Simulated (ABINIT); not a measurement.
# CdS (Greenockite) (P6_3mc) in ABINIT: settings compared

The runs below take CdS (Greenockite) through single point, with PBEsol, PBE.

Program: ABINIT 10.8.3 (patched build). These are calculated values, not measurements. Logs are shortened: lines on timing, memory, paths and dates and some standing lists are left out, and cuts for length are marked. The log counts tension as positive stress, the text compression.

## Step 1: Starting point

It takes space group P6_3mc (No. 186, hexagonal). Conventional cell: a = 4.150 Å, b = 4.150 Å, c = 6.737 Å, α = 90.00°, β = 90.00°, γ = 120.00°. Cd (site symmetry 3m) is surrounded by 4 S at 2.53 to 2.54 Å. Around S (site symmetry 3m) lie 4 Cd at 2.53 to 2.54 Å.

## Step 2: Single point, PBEsol (cell relaxed)

run.abi

```
pp_dirpath "./"
pseudos "Cd.GGA_PBE-ansatz.xml, S.GGA_PBE-ansatz.xml"

acell 7.7969280517 7.7969280596 12.675959493
rprim
     1.0000000000     0.0000000000     0.0000000000
    -0.4999999995     0.8660254041     0.0000000000
     0.0000000000     0.0000000000     1.0000000000
ntypat 2
znucl 48 16
natom 4
typat 1 1 2 2
xred
     0.6666666700     0.3333333300     0.4991847400
     0.3333333300     0.6666666700    -0.0008152600
     0.6666666700     0.3333333300     0.8758152600
     0.3333333300     0.6666666700     0.3758152600
chkprim 0
chksymtnons 0
tolsym 1.0e-6

ecut 15.4
pawecutdg 30.8
pawovlp 30

kptopt 1
ngkpt 5 5 3
nshiftk 1
shiftk 0.0 0.0 0.0

ixc -116133

nband 32
occopt 3
tsmear 0.05 eV

nstep 100
tolvrs 1.0e-9

iomode 3
prtwf 0
prtden 0
prteig 0
prtebands 0
enunit 2
prtvol 2
```

Potentials or basis: Ansatz PAW PBE default generated set, frozen core.

Launch:

```console
$ mpirun --bind-to none -np 4 abinit run.abi > log 2>&1
```

run.abo:

```text
[... set-up lines left out ...]
 ETOT  1  -356.38347148031    -3.564E+02 4.380E+00 7.689E+00
 ETOT  2  -358.17224107223    -1.789E+00 1.608E-02 6.106E+00
 ETOT  3  -358.15792063551     1.432E-02 2.938E-03 1.157E+00
 ETOT  4  -358.15559691627     2.324E-03 1.085E-03 1.357E-02
 ETOT  5  -358.15573362156    -1.367E-04 8.644E-04 1.653E-03
 ETOT  6  -358.15576510811    -3.149E-05 7.929E-04 4.029E-04
 ETOT  7  -358.15577762618    -1.252E-05 6.531E-04 3.504E-05
 ETOT  8  -358.15577929499    -1.669E-06 2.833E-04 2.219E-06
 ETOT  9  -358.15577939912    -1.041E-07 5.327E-04 1.890E-07
 ETOT 10  -358.15577940652    -7.403E-09 1.783E-04 1.714E-08
 ETOT 11  -358.15577940675    -2.273E-10 2.973E-04 3.317E-09
 ETOT 12  -358.15577940684    -8.976E-11 8.535E-05 2.199E-10

 At SCF step   12       nres2   =  2.20E-10 < tolvrs=  1.00E-09 =>converged.

 Cartesian components of stress tensor (hartree/bohr^3)
  sigma(1 1)=  1.30440667E-06  sigma(3 2)=  0.00000000E+00
  sigma(2 2)=  1.30436223E-06  sigma(3 1)=  0.00000000E+00
  sigma(3 3)=  1.25954405E-06  sigma(2 1)=  1.23126702E-13

--- !ResultsGS
iteration_state: {dtset: 1, }
comment   : Summary of ground state results
lattice_vectors:
- [  7.7969281,   0.0000000,   0.0000000, ]
- [ -3.8984640,   6.7523378,   0.0000000, ]
- [  0.0000000,   0.0000000,  12.6759595, ]
lattice_lengths: [   7.79693,    7.79693,   12.67596, ]
lattice_angles: [ 90.000,  90.000, 120.000, ] # degrees, (23, 13, 12)
lattice_volume:   6.6735747E+02
convergence: {deltae: -8.976E-11, res2:  2.199E-10, residm:  8.535E-05, diffor: null, }
etotal    :  -3.58155779E+02
entropy   :   0.00000000E+00
fermie    :   6.58785798E-02
cartesian_stress_tensor: # hartree/bohr^3
- [  1.30440667E-06,   1.23126702E-13,   0.00000000E+00, ]
- [  1.23126702E-13,   1.30436223E-06,   0.00000000E+00, ]
- [  0.00000000E+00,   0.00000000E+00,   1.25954405E-06, ]
pressure_GPa:  -3.7937E-02
xred      :
- [  6.6667E-01,   3.3333E-01,   4.9918E-01, Cd]
- [  3.3333E-01,   6.6667E-01,  -8.1526E-04, Cd]
- [  6.6667E-01,   3.3333E-01,   8.7582E-01,  S]
- [  3.3333E-01,   6.6667E-01,   3.7582E-01,  S]
cartesian_forces: # hartree/bohr
- [  7.07270528E-26,   4.08342829E-26,   1.38197511E-06, ]
- [ -7.07270528E-26,  -4.08342829E-26,   1.38197511E-06, ]
- [  3.53635264E-26,   2.04171414E-26,  -1.38197511E-06, ]
- [ -3.53635264E-26,  -2.04171414E-26,  -1.38197511E-06, ]
force_length_stats: {min:   1.38197511E-06, max:   1.38197511E-06, mean:   1.38197511E-06, }
...

 Integrated electronic density in atomic spheres:
 ------------------------------------------------
 Atom  Sphere_radius  Integrated_density
    1        2.63806         18.78524908
    2        2.63806         18.78524908
[... 210 lines left out ...]
 -99.98382  -99.98381  -61.08392  -61.08388  -61.08372  -61.08371  -61.08362  -61.08337
[... 18 lines left out ...]
 kpt#   8, nband= 32, wtk=  0.16000, kpt=  0.4000  0.0000  0.3333 (reduced coord)
 -99.98381  -99.98381  -61.08404  -61.08400  -61.08369  -61.08362  -61.08356  -61.08343
 -10.73503  -10.63924   -6.39481   -6.33519   -6.31114   -6.24452   -6.14002   -6.08915
  -5.99216   -5.95806   -5.80048   -5.58792   -2.90872   -2.47964   -0.77025   -0.34873
   0.18223    0.21093    4.39980    5.05417    6.47045    6.78636    8.70103    8.79208
 kpt#   9, nband= 32, wtk=  0.16000, kpt=  0.2000  0.2000  0.3333 (reduced coord)
 -99.98381  -99.98381  -61.08395  -61.08392  -61.08371  -61.08366  -61.08356  -61.08341
 -10.77779  -10.65970   -6.36872   -6.36767   -6.29595   -6.27882   -6.15554   -6.12711
  -6.00914   -6.00503   -5.87665   -5.63130   -2.56288   -2.02824   -0.70269   -0.67634
  -0.07384    0.32949    4.99431    5.78769    6.63806    6.81010    7.87192    7.94763
 kpt#  10, nband= 32, wtk=  0.16000, kpt=  0.4000  0.2000  0.3333 (reduced coord)
 -99.98381  -99.98381  -61.08404  -61.08400  -61.08381  -61.08374  -61.08351  -61.08345
 -10.66060  -10.61681   -6.35705   -6.32779   -6.28188   -6.22560   -6.10377   -6.07014
  -6.01436   -5.99716   -5.55388   -5.48182   -2.96682   -2.74290   -1.29616   -0.59978
  -0.34556    0.08587    5.14634    5.77744    6.82622    6.85431    7.58275    8.50240
 Total charge density [el/Bohr^3]
)     Maximum=    3.8744E+00  at reduced coord.    0.6750    0.3250    0.5000
)Next maximum=    3.8744E+00  at reduced coord.    0.6500    0.3250    0.5000
)     Minimum=    6.2643E-05  at reduced coord.    0.3250    0.6750    0.3750
)Next minimum=    6.2643E-05  at reduced coord.    0.3500    0.6750    0.3750
   Integrated=    5.2000E+01

--- !EnergyTerms
iteration_state     : {dtset: 1, }
comment             : Components of total free energy in Hartree
kinetic             :  4.49497877240172E+01
hartree             :  1.35250829933010E+02
xc                  : -1.99414366245662E+01
Ewald energy        : -1.98855017694613E+02
psp_core            :  1.07652493845843E+01
local_psp           : -3.05357249964037E+02
PAW spherical_terms : -2.49679363881670E+01
internal            : -3.58155773629771E+02
'-kT*entropy'       : -3.39575852477933E-08
total_energy        : -3.58155773663729E+02
total_energy_eV     : -9.74591509339188E+03
...

--- !EnergyTermsDC
iteration_state     : {dtset: 1, }
comment             : '"Double-counting" decomposition of free energy'
band_energy         : -4.80933755860604E+01
Ewald energy        : -1.98855017694613E+02
psp_core            :  1.07652493845843E+01
xc_dc               : -1.32549692290412E+02
PAW spherical_terms :  1.05770568136175E+01
internal            : -3.58155779372883E+02
'-kT*entropy'       : -3.39575852477933E-08
total_energy_dc     : -3.58155779406841E+02
total_energy_dc_eV  : -9.74591524966991E+03
...

--- !EnergyTermsWithPAWCore
iteration_state     : {dtset: 1, }
comment             : 'Components of total free energy, including PAW core contributions'
Total energy        : -1.16695894344206E+04
Total energy DC     : -1.16695894401637E+04
Total energy (eV)   : -3.17545705432037E+05
Total energy DC (eV): -3.17545705588315E+05
...

 Cartesian components of stress tensor (hartree/bohr^3)
  sigma(1 1)=  1.30440667E-06  sigma(3 2)=  0.00000000E+00
  sigma(2 2)=  1.30436223E-06  sigma(3 1)=  0.00000000E+00
  sigma(3 3)=  1.25954405E-06  sigma(2 1)=  1.23126702E-13

-Cartesian components of stress tensor (GPa)         [Pressure= -3.7937E-02 GPa]
- sigma(1 1)=  3.83769693E-02  sigma(3 2)=  0.00000000E+00
- sigma(2 2)=  3.83756616E-02  sigma(3 1)=  0.00000000E+00
- sigma(3 3)=  3.70570652E-02  sigma(2 1)=  3.62251265E-09

== END DATASET(S) ==============================================================
================================================================================

 -outvars: echo values of variables after computation  --------
            acell      7.7969280517E+00  7.7969280596E+00  1.2675959493E+01 Bohr
           etotal     -3.5815577941E+02
            fcart      7.0727052763E-26  4.0834282896E-26  1.3819751133E-06
                      -7.0727052763E-26 -4.0834282896E-26  1.3819751133E-06
                       3.5363526382E-26  2.0417141448E-26 -1.3819751133E-06
                      -3.5363526382E-26 -2.0417141448E-26 -1.3819751133E-06
            rprim      1.0000000000E+00  0.0000000000E+00  0.0000000000E+00
                      -4.9999999950E-01  8.6602540410E-01  0.0000000000E+00
                       0.0000000000E+00  0.0000000000E+00  1.0000000000E+00
           strten      1.3044066743E-06  1.3043622262E-06  1.2595440465E-06
                       0.0000000000E+00  0.0000000000E+00  1.2312670247E-13
           xangst      2.0629783186E+00  1.1910610892E+00  3.3484458182E+00
                      -1.8180997511E-11  2.3821221784E+00 -5.4686245772E-03
                       2.0629783186E+00  1.1910610892E+00  5.8748188994E+00
                      -1.8180997511E-11  2.3821221784E+00  2.5209044566E+00
             xred      6.6666666667E-01  3.3333333333E-01  4.9918474000E-01
                       3.3333333333E-01  6.6666666667E-01 -8.1526000000E-04
                       6.6666666667E-01  3.3333333333E-01  8.7581526000E-01
                       3.3333333333E-01  6.6666666667E-01  3.7581526000E-01
 Calculation completed.
```

It took 27 s on 4 MPI ranks of Arm Neoverse V2, shared host; peak memory 0.76 GiB.

What came out:

- Free energy: -9745.9152 eV
- Pressure: 0.0 GPa
- Band gap on the k mesh: 1.09 eV, direct

Levels at points of the mesh, in eV from the valence-band top:
```csv
k point,band 23,band 24,band 25,band 26,band 27,band 28,band 29,band 30
"(0.00, 0.00, 0.00)",-0.78,-0.05,0.00,0.00,1.09,2.67,6.35,6.35
```

Caveat: the PAW data sets were made with another functional, which shifts forces and pressure a little; the atomic spheres overlap.

## Step 3: Single point, PBE

run.abi

```
# Pseudopotentials
pp_dirpath "./"
pseudos "Cd.upf, S.upf"

# Structure
acell 4.15 4.15 6.737 Angstrom
rprim
     1.0000000000     0.0000000000     0.0000000000
    -0.5000000000     0.8660254038     0.0000000000
     0.0000000000     0.0000000000     1.0000000000
ntypat 2
znucl 48 16
natom 4
typat 1 1 2 2
xred
     0.6666666667     0.3333333333     0.5000000000
     0.3333333333     0.6666666667     0.0000000000
     0.6666666667     0.3333333333     0.8750000000
     0.3333333333     0.6666666667     0.3750000000

# Plane-wave basis
ecut 46.0

# k points
kptopt 1
ngkpt 5 5 3
nshiftk 1
shiftk 0.0 0.0 0.0

# Exchange and correlation
ixc 11

# Bands and occupations
nband 32
occopt 3
tsmear 0.05 eV

# SCF cycle
nstep 100
tolvrs 1.0e-10

# Output
iomode 3
prtwf 0
prtden 0
prteig 0
prtebands 0
enunit 2
```

Potentials or basis: PseudoDojo NC SR PBE v0.4.1 standard.

Launch:

```console
$ abinit run.abi > log 2>&1
```

run.abo:

```text
.Version 10.8.3 of ABINIT
 Symmetries : space group P6_3 m c (#186); Bravais hP (primitive hexag.)
================================================================================
 Values of the parameters that define the memory need of the present run
     intxc =       0    ionmov =       0      iscf =       7    lmnmax =       6
     lnmax =       6     mgfft =      80  mpssoang =       3    mqgrid =    3887
     natom =       4  nloc_mem =       1    nspden =       1   nspinor =       1
    nsppol =       1      nsym =      12    n1xccc =    2501    ntypat =       2
    occopt =       3   xclevel =       2
       mpw =       10120          nfft =      184320          nkpt =          10
================================================================================
================================================================================

--------------------------------------------------------------------------------
------------- Echo of variables that govern the present computation ------------
[... 245 lines left out ...]
            acell      7.8423634225E+00  7.8423634225E+00  1.2731084910E+01 Bohr
           etotal     -3.7283548821E+02
            fcart     -0.0000000000E+00 -0.0000000000E+00 -1.2698580438E-03
                      -0.0000000000E+00 -0.0000000000E+00 -1.2698580438E-03
                      -0.0000000000E+00 -0.0000000000E+00  1.2698580438E-03
                      -0.0000000000E+00 -0.0000000000E+00  1.2698580438E-03
            rprim      1.0000000000E+00  0.0000000000E+00  0.0000000000E+00
                      -5.0000000000E-01  8.6602540380E-01  0.0000000000E+00
                       0.0000000000E+00  0.0000000000E+00  1.0000000000E+00
           strten     -4.7934178232E-05 -4.7934178492E-05 -6.7921067447E-05
                       0.0000000000E+00  0.0000000000E+00  0.0000000000E+00
           xangst      2.0750000000E+00  1.1980018086E+00  3.3685000000E+00
                      -1.5049377728E-16  2.3960036172E+00  0.0000000000E+00
                       2.0750000000E+00  1.1980018086E+00  5.8948750000E+00
                      -1.5049377728E-16  2.3960036172E+00  2.5263750000E+00
             xred      6.6666666667E-01  3.3333333333E-01  5.0000000000E-01
                       3.3333333333E-01  6.6666666667E-01  0.0000000000E+00
                       6.6666666667E-01  3.3333333333E-01  8.7500000000E-01
                       3.3333333333E-01  6.6666666667E-01  3.7500000000E-01
 Calculation completed.
```

It took 5.8 min on 1 thread of Intel Xeon Platinum 8259CL at 2.50GHz (Skylake/Cascade Lake), shared host; peak memory 0.16 GiB.

Results:

```yaml
Free_energy: -10145.3705 eV
Largest_force: 0.065 eV/Å
Band_gap_on_the_k_mesh: 1.19 eV, direct
Valence_electrons_inside_the_program's_atomic_spheres: Cd 17.16; S 3.90
```

Forces in eV/Å, atoms in the order of the input:
```
Cd   0.000  0.000 -0.065
Cd   0.000  0.000 -0.065
S    0.000  0.000  0.065
S    0.000  0.000  0.065
```

Levels at points of the mesh, in eV from the valence-band top:
| k point | band 24 | band 25 | band 26 | band 27 | band 28 | band 29 |
| --- | --- | --- | --- | --- | --- | --- |
| (0.00, 0.00, 0.00) | -0.04 | 0.00 | 0.00 | 1.19 | 2.79 | 6.46 |

Caveat: the cutoff is too short for stress, so the log's stress isn't used. Expect the measured gap to be larger: semilocal functionals such as PBE lack the derivative discontinuity.
